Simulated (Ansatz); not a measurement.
**In₂O₃ — quadrupolar parameters**

The cell is a structure deposited in the COD, ions relaxed with PBE at fixed cell.

Space group R-3c:H (No. 167); a = 5.4870, c = 14.5100 Å, γ = 120.00°.

```csv
site,Wyckoff,site symmetry,x,y,z
In,12c,3.,0.0000,0.0000,0.8579
O,18e,.2,0.9626,0.3333,0.0833
```

One atom of each set is listed; the run and its k-mesh use a cell of 10 atoms with edges of 5.78, 5.78, 5.78 Å.

Method: Kohn–Sham DFT in Ansatz, PBE, plane waves and PAW, with spin–orbit coupling, 420 eV cutoff, Γ-centred 7×7×7 k-points, Fermi–Dirac smearing 0.02 eV.

C_Q = eQV_zz/h, which is 24.18 MHz for Q = 1 b and V_zz = 10²¹ V/m²; η = (V_xx − V_yy)/V_zz.

¹¹⁵In: I = 9/2, Q = 772.0 mb; O-17: I = 5/2, Q = -25.58 mb. Nuclear quadrupole moments: year-2017 set (Pyykkö).

```
site  atoms          first shell  V_zz (10²¹ V/m²)     η  C_Q (MHz)
  In      4   6 O at 2.12–2.26 Å              4.79  0.00       89.4
   O      6  4 In at 2.12–2.26 Å             -4.42  0.56       2.73
```

An axis of threefold or higher order runs through In, so V_zz lies along it and η is zero.

At this cell the PBE pressure is 8 GPa, so with PBE the cell would grow if it were relaxed.
